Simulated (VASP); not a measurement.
**CdSe (Cadmoselite): band structure with r2SCAN**

**Measured values to compare with.**

A printed reference work, data compilation reports, for a bulk crystal of CdSe at 2 K: band gap 1.841 eV.

Crystal: CdSe (Cadmoselite).

```
Cd Se
1.0
     4.30000    0.00000    0.00000
    -2.15000    3.72391    0.00000
     0.00000    0.00000    7.02000
Cd Se
2 2
Cartesian
  2.1500 1.2413 3.5100
  0.0000 2.4826 0.0000
  2.1500 1.2413 6.2127
  0.0000 2.4826 2.7027
```

| Quantity | Value |
| --- | --- |
| Program | VASP 6.6.1 |
| Task | band structure |
| Functional | r2SCAN |
| Potentials or basis | VASP PAW PBE potentials, release 64 (Cd, Se) |
| Cutoff | 520 eV |
| k mesh | 8 × 8 × 4 |
| Occupations | gaussian, width 0.02 eV |
| Spin | no spin polarisation |
| Ladder | gaps |
| Further INCAR settings | ALGO = Normal; EDIFF = 1e-06; NBANDS = 26 |

| Item | Value |
| --- | --- |
| Pressure | 1.8 GPa |
| Largest force | 0.286 eV/Å |
| Band gap on the k mesh | 1.19 eV, direct |
| Band gap along the path | 1.19 eV, direct |

Forces in eV/Å, atoms in the order of the input:
```
Cd   0.000  0.000  0.286
Cd   0.000  0.000  0.286
Se   0.000  0.000 -0.286
Se   0.000  0.000 -0.286
```

Stress tensor (GPa, compression positive):
```
2.55 0.00 0.00
0.00 2.55 0.00
0.00 0.00 0.45
```

Levels at the corners of the path, in eV from the valence-band top:
```
point  band 16  band 17  band 18  band 19  band 20  band 21
    Γ    -0.01     0.00     0.00     1.19     2.59     6.39
    M    -1.89    -1.25    -0.84     3.68     3.70     5.12
    M    -1.89    -1.25    -0.84     3.68     3.70     5.12
    K    -1.82    -1.82    -1.82     4.65     5.30     5.30
    K    -1.82    -1.82    -1.82     4.65     5.30     5.30
    Γ    -0.01     0.00     0.00     1.19     2.59     6.39
    Γ    -0.01     0.00     0.00     1.19     2.59     6.39
    A    -0.38    -0.38    -0.38     2.80     2.80     6.29
    A    -0.38    -0.38    -0.38     2.80     2.80     6.29
    L    -1.40    -1.31    -1.31     3.39     3.39     5.21
    L    -1.40    -1.31    -1.31     3.39     3.39     5.21
    H    -2.54    -1.08    -1.08     4.27     4.27     6.22
    H    -2.54    -1.08    -1.08     4.27     4.27     6.22
    A    -0.38    -0.38    -0.38     2.80     2.80     6.29
    L    -1.40    -1.31    -1.31     3.39     3.39     5.21
    M    -1.89    -1.25    -0.84     3.68     3.70     5.12
    K    -1.82    -1.82    -1.82     4.65     5.30     5.30
    H    -2.54    -1.08    -1.08     4.27     4.27     6.22
```

It took 15 min on 1 thread of Intel(R) Xeon(R) Platinum 8259CL CPU @ 2.50GHz (Skylake/Cascade Lake), on a shared host, peak memory 0.31 GiB.

Measured gap of CdSe: 1.841 eV (2 K; a printed reference work, data compilation). This calculation gives 1.19 eV (-0.65 eV). Spin-orbit coupling on Cd, Se is left out. The value is that of r2SCAN, without temperature or zero-point motion.

Caveat: the PAW data sets were made with another functional, which shifts forces and pressure a little.
